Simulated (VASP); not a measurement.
# MoSe2 in VASP: phonons with PBE+D3(BJ)

Aim: the phonons of MoSe2 with PBE+D3(BJ).

Program: VASP 6.6.1. These are calculated values, not measurements. Logs are shortened: lines on timing, memory, paths and dates and some standing lists are left out, and cuts for length are marked.

## (1) The structure

The cell holds a slab with vacuum, 12 atoms: a = 3.280 Å, b = 3.280 Å, c = 40.575 Å, α = 90.00°, β = 90.00°, γ = 120.00°.

## (2) Phonons, PBE+D3(BJ)

The input, POSCAR:

```
MoSe2
1.0
    3.2798162824     -0.0000000000      0.0000000000
   -1.6399081412      2.8404042227      0.0000000000
    0.0000000000      0.0000000000     40.5750000000
  Se              Mo
     8     4
Direct
     0.3333333300000021    0.6666666699999979    0.2232987596460675
     0.3333333300000021    0.6666666699999979    0.3059401926750271
     0.6666666699999979    0.3333333300000021    0.3803341014439722
     0.6666666699999979    0.3333333300000021    0.4628995701857840
     0.3333333300000021    0.6666666699999979    0.5371004298142159
     0.3333333300000021    0.6666666699999979    0.6196658985560276
     0.6666666699999979    0.3333333300000021    0.6940598073249729
     0.6666666699999979    0.3333333300000021    0.7767012403539326
     0.6666666699999979    0.3333333300000021    0.2646241778240471
     0.3333333300000021    0.6666666699999979    0.4216194420043068
     0.6666666699999979    0.3333333300000021    0.5783805579956934
     0.3333333300000021    0.6666666699999979    0.7353758221759528
```

The input, INCAR.step1:

```
PREC = Accurate
ENCUT = 600
EDIFF = 1E-8
ISMEAR = 0
SIGMA = 0.03
LREAL = False
LASPH = True
NELM = 80
ALGO = Normal
ISIF = 2
LWAVE = False
LCHARG = False
GGA = PE
IVDW = 12
LATTICE_CONSTRAINTS = .TRUE. .TRUE. .FALSE.
KPAR = 8
IBRION = 2
NSW = 40
EDIFFG = -0.002
```

The input, INCAR.step2:

```
PREC = Accurate
ENCUT = 600
EDIFF = 1E-8
ISMEAR = 0
SIGMA = 0.03
LREAL = False
LASPH = True
NELM = 80
ALGO = Normal
ISIF = 2
LWAVE = False
LCHARG = False
GGA = PE
IVDW = 12
LATTICE_CONSTRAINTS = .TRUE. .TRUE. .FALSE.
KPAR = 8
IBRION = 6
NFREE = 2
POTIM = 0.015
NSW = 1
```

The input, KPOINTS:

```
Automatic mesh
0
Gamma
  12 12 1
```

Potentials or basis: VASP PAW PBE potentials, release 64 (Se, Mo_sv).

On the command line:

```console
$ cat potpaw_PBE.64/Se/POTCAR potpaw_PBE.64/Mo_sv/POTCAR > POTCAR
$ cp INCAR.step1 INCAR
$ mpirun -np 8 vasp_std > vasp.out
$ cp CONTCAR POSCAR
$ cp INCAR.step2 INCAR
$ mpirun -np 8 vasp_std > vasp.out
```

OUTCAR:

```text
PREC = Accurate
   ENCUT = 600
   EDIFF = 1E-8
   ISMEAR = 0
   LREAL = False
   LASPH = True
   NELM = 80
   ISIF = 2
   GGA = PE
   IVDW = 12
   IBRION = 6
   NFREE = 2
   POTIM = 0.015
   NSW = 1
 IVDW          = 12

 ion  position               nearest neighbor table
   1  0.333  0.667  0.223-   9 2.53   9 2.53   9 2.53
   2  0.333  0.667  0.306-   9 2.53   9 2.53   9 2.53
   3  0.667  0.333  0.380-  10 2.53  10 2.53  10 2.53
   4  0.667  0.333  0.463-  10 2.53  10 2.53  10 2.53
   5  0.333  0.667  0.537-  11 2.53  11 2.53  11 2.53
   6  0.333  0.667  0.620-  11 2.53  11 2.53  11 2.53
   7  0.667  0.333  0.694-  12 2.53  12 2.53  12 2.53
   8  0.667  0.333  0.777-  12 2.53  12 2.53  12 2.53
   9  0.667  0.333  0.265-   2 2.53   2 2.53   2 2.53   1 2.53   1 2.53   1 2.53
  10  0.333  0.667  0.422-   4 2.53   4 2.53   4 2.53   3 2.53   3 2.53   3 2.53
  11  0.667  0.333  0.578-   5 2.53   5 2.53   5 2.53   6 2.53   6 2.53   6 2.53
  12  0.333  0.667  0.735-   7 2.53   7 2.53   7 2.53   8 2.53   8 2.53   8 2.53

  LATTYP: Found a hexagonal cell.
 ALAT       =     3.2798162824
 C/A-ratio  =    12.3711197538

  Lattice vectors:

 A1 = (   3.2798162824,   0.0000000000,   0.0000000000)
 A2 = (  -1.6399081412,   2.8404042227,   0.0000000000)
 A3 = (   0.0000000000,   0.0000000000,  40.5750000000)

Analysis of symmetry for initial positions (statically):
=====================================================================
 Subroutine PRICEL returns:
 Original cell was already a primitive cell.

 Routine SETGRP: Setting up the symmetry group for a
 hexagonal supercell.

 Subroutine GETGRP returns: Found 12 space group operations
 (whereof 12 operations were pure point group operations)
 out of a pool of 24 trial point group operations.

The static configuration has the point symmetry D_3d.

Analysis of symmetry for dynamics (positions and initial velocities):
=====================================================================
 Subroutine PRICEL returns:
 Original cell was already a primitive cell.

 Routine SETGRP: Setting up the symmetry group for a
 hexagonal supercell.

 Subroutine GETGRP returns: Found 12 space group operations
 (whereof 12 operations were pure point group operations)
 out of a pool of 24 trial point group operations.

The dynamic configuration has the point symmetry D_3d.

 Subroutine INISYM returns: Found 12 space group operations
 (whereof 12 operations are pure point group operations),
 and found     1 'primitive' translations

----------------------------------------------------------------------------------------

                                     Primitive cell

  volume of cell :     377.9969

  direct lattice vectors                    reciprocal lattice vectors
     3.279816282  0.000000000  0.000000000     0.304895126  0.176031283  0.000000000
    -1.639908141  2.840404223  0.000000000     0.000000000  0.352062566  0.000000000
     0.000000000  0.000000000 40.575000000     0.000000000  0.000000000  0.024645718

  length of vectors
     3.279816282  3.279816284 40.575000000     0.352062567  0.352062566  0.024645718

  position of ions in fractional coordinates (direct lattice)
     0.333333330  0.666666670  0.223291139
     0.333333330  0.666666670  0.305942653
     0.666666670  0.333333330  0.380329745
     0.666666670  0.333333330  0.462900364
     0.333333330  0.666666670  0.537099636
     0.333333330  0.666666670  0.619670255
     0.666666670  0.333333330  0.694057347
     0.666666670  0.333333330  0.776708861
[... 66 lines left out ...]
  0.333333  0.333333  0.000000      2.000000
   k-points           NKPTS =     19   k-points in BZ     NKDIM =     19   number of bands    NBANDS=     62
   number of dos      NEDOS =    301   number of ions     NIONS =     12
   total plane-waves  NPLWV = 254016
   dimension x,y,z NGX =    28 NGY =   28 NGZ =  324
   dimension x,y,z NGXF=    56 NGYF=   56 NGZF=  648
   ions per type =               8   4
   NGX,Y,Z   is equivalent  to a cutoff of  14.19, 14.19, 13.28 a.u.
   NGXF,Y,Z  is equivalent  to a cutoff of  28.39, 28.39, 26.55 a.u.
 SYSTEM =  unknown system
   PREC   = accura    normal or accurate (medium, high low for compatibility)
   ISTART =      0    job   : 0-new  1-cont  2-samecut
   ICHARG =      2    charge: 1-file 2-atom 10-const
   ISPIN  =      1    spin polarized calculation?
   LNONCOLLINEAR =      F non collinear calculations
   LSORBIT =      F    spin-orbit coupling
   LASPH  =      T    aspherical Exc in radial PAW
   ENCUT  =  600.0 eV  44.10 Ry    6.64 a.u.   6.55  6.55 81.04*2*pi/ulx,y,z
   NELM   =     80;   NELMIN=  2; NELMDL=  0     # of ELM steps
   EDIFF  = 0.1E-07   stopping-criterion for ELM
   LREAL  =      F    real-space projection
   EDIFFG = 0.1E-06   stopping-criterion for IOM
   NSW    =    181    number of steps for IOM
   IBRION =      6    ionic relax: 0-MD 1-quasi-New 2-CG
   NFREE  =      2    steps in history (QN), initial steepest desc. (CG)
   ISIF   =      2    stress and relaxation
   ISYM   =      2    0-nonsym 1-usesym 2-fastsym
   POTIM  = 0.0150    time-step for ionic-motion
   TEBEG  =    0.0;   TEEND  =   0.0 temperature during run
   PSTRESS=    0.0 pullay stress
   NELECT =     104.0000    total number of electrons
   NUPDOWN=      -1.0000    fix difference up-down
   EMIN   =  10.00;   EMAX   =-10.00  energy-range for DOS
   EFERMI =   0.00;   METHOD = LEGACY
   ISMEAR =     0;   SIGMA  =   0.03  broadening in eV -4-tet -1-fermi 0-gaus
   EFERMI_NEDOS =   21; number of points for ismear=-14 and -15
   IALGO  =     38    algorithm
   IMIX   =      4    mixing-type and parameters
     AMIX     =   0.40;   BMIX     =  1.00
     AMIX_MAG =   1.60;   BMIX_MAG =  1.00
  volume/ion in A,a.u.               =      31.50       212.57
  Fermi-wavevector in a.u.,A,eV,Ry     =   1.064772  2.012127 15.425456  1.133739
  Thomas-Fermi vector in A             =   2.200301
   LORBIT       =      0    0 simple, 1 ext, 2 COOP (PROOUT), +10 PAW based schemes
   GGA     = PE    functional components
   LHFCALC =     F    Hartree Fock is set to
   AEXX    =    0.0000 exact exchange contribution
   IVDW    =    12    specifies the selected vdW correction
   LEPSILON=     F    determine dielectric tensor
   LRPA    =     F    only Hartree local field effects (RPA)
 finite differences with symmetry
 non-spin polarized calculation
 Gauss-broadening in eV      SIGMA  =   0.03
  energy-cutoff  :      600.00
  volume of cell :      378.00
 maximum number of plane-waves:     12763
 NGX is ok and might be reduce to    28
   NGX = 13   NGY = 13   NGZ =163

--------------------------------------- Ionic step        1  -------------------------------------------

 number of electron     103.9999999 magnetization

 Free energy of the ion-electron system (eV)
  ---------------------------------------------------
  ext. energy  EPLUGINS =         0.00000000
  ---------------------------------------------------
  free energy    TOTEN  =       -79.70495169 eV

  energy without entropy =      -79.70495169  energy(sigma->0) =      -79.70495169

------------------------ aborting loop because EDIFF is reached ----------------------------------------

 Edisp (eV)   -5.33179

 E8    (eV) :    -2.3353
[... 135 lines left out ...]
  FREE ENERGIE OF THE ION-ELECTRON SYSTEM (eV)
  ---------------------------------------------------
  free  energy   TOTEN  =       -85.0358044546 eV

  energy  without entropy=      -85.0358044546  energy(sigma->0) =      -85.03580445

[... ionic steps 4 to 22 ...]

--------------------------------------- Ionic step       23  -------------------------------------------

 number of electron     103.9999999 magnetization

------------------------ aborting loop because EDIFF is reached ----------------------------------------
[... 95 lines left out ...]
--------------------------------------- Ionic step       25  -------------------------------------------

 number of electron     104.0000000 magnetization

 Free energy of the ion-electron system (eV)
  ---------------------------------------------------
  ext. energy  EPLUGINS =         0.00000000
  ---------------------------------------------------
  free energy    TOTEN  =       -79.70196836 eV

  energy without entropy =      -79.70196836  energy(sigma->0) =      -79.70196836

 E-fermi :   2.5182     XC(G=0):  -7.0675

 val. band max:        2.3492235532   @ k =   0.0000   0.0000   0.0000
 cond. band min:       3.2202069277   @ k =   0.1667   0.1667   0.0000
 fundamental gap:      0.8709833745
 Fermi energy:         2.5182191981

 k-point     1 :       0.0000    0.0000    0.0000
  band No.  band energies     occupation
      1     -58.8335      2.00000
      2     -58.8289      2.00000
      3     -58.8172      2.00000
      4     -58.7973      2.00000
      5     -33.0031      2.00000
      6     -32.9986      2.00000
[... 1267 lines left out ...]
  FREE ENERGIE OF THE ION-ELECTRON SYSTEM (eV)
  ---------------------------------------------------
  free  energy   TOTEN  =       -85.0337400922 eV

  energy  without entropy=      -85.0337400922  energy(sigma->0) =      -85.03374009

 INTERNAL STRAIN TENSORS FROM DISPLACED ATOMS
 ============================================

 INTERNAL STRAIN TENSOR FOR ION    1 for displacements in x,y,z  (eV/Angst):
          X           Y           Z          XY          YZ          ZX
  --------------------------------------------------------------------------------
  x     0.00000     0.00000     0.00000    -3.37732     0.00000    13.24430
  y    -3.37732     3.37732     0.00000     0.00000    13.24432     0.00000
  z     9.65502     9.65502    27.60301     0.00000     0.00000     0.00000
[... 8 lines left out ...]
 INTERNAL STRAIN TENSOR FOR ION   12 for displacements in x,y,z  (eV/Angst):
          X           Y           Z          XY          YZ          ZX
  --------------------------------------------------------------------------------
  x     0.00000     0.00000     0.00000    -6.70994     0.00000    -0.20056
  y    -6.70994     6.70994     0.00000     0.00000    -0.20056     0.00000
  z    -0.01419    -0.01419    -0.23751     0.00000     0.00000    -0.00000

 Eigenvectors and eigenvalues of the dynamical matrix
   1 f  =   10.491302 THz    65.918793 2PiTHz  349.952160 cm-1    43.388518 meV
   2 f  =   10.485092 THz    65.879776 2PiTHz  349.745024 cm-1    43.362837 meV
   3 f  =   10.474079 THz    65.810577 2PiTHz  349.377654 cm-1    43.317289 meV
   4 f  =   10.450651 THz    65.663375 2PiTHz  348.596186 cm-1    43.220399 meV
   5 f  =    8.456521 THz    53.133889 2PiTHz  282.079183 cm-1    34.973346 meV
   6 f  =    8.456521 THz    53.133889 2PiTHz  282.079183 cm-1    34.973346 meV
[... 25 lines left out ...]
  32 f  =    0.352034 THz     2.211898 2PiTHz   11.742605 cm-1     1.455897 meV
  33 f  =    0.352034 THz     2.211898 2PiTHz   11.742605 cm-1     1.455897 meV
  34 f/i=    0.001354 THz     0.008508 2PiTHz    0.045166 cm-1     0.005600 meV
  35 f/i=    0.001354 THz     0.008508 2PiTHz    0.045166 cm-1     0.005600 meV
  36 f/i=    0.002924 THz     0.018373 2PiTHz    0.097539 cm-1     0.012093 meV

 ELASTIC MODULI CONTR FROM IONIC RELAXATION (kBar)
 Direction    XX          YY          ZZ          XY          YZ          ZX
 --------------------------------------------------------------------------------
 XX        -239.6291   -146.4156   -557.5390      0.0000      2.6669      0.0000
 YY        -146.4156   -239.6291   -557.5390      0.0000     -2.6669     -0.0000
 ZZ        -557.5390   -557.5390  -1669.3031      0.0000      0.0000      0.0000
 XY           0.0000      0.0000      0.0000    -46.6067      0.0000      2.6669
 YZ           2.6669     -2.6669      0.0000      0.0000   -785.2298     -0.0000
 ZX           0.0000     -0.0000      0.0000      2.6669     -0.0000   -785.2292
 --------------------------------------------------------------------------------
```

Wall time 1.5 h (8 MPI ranks of Intel Xeon Platinum 8559C (Emerald Rapids), shared host); peak memory 2.4 GiB.

Results:

- Highest phonon frequency at Γ, LO-TO splitting left out: 350 cm⁻¹
- Dispersion energy per atom: -0.444 eV

Phonon frequencies in cm⁻¹ (negative: imaginary):
```tsv
q point	frequencies
(0.000, 0.000, 0.000)	0 0 0 12 12 19 21 21 28 28 36 47 165 165 165 165 166 166 167 167 238 239 241 243 282 282 282 282 282 282 282 282 349 349 350 350
```
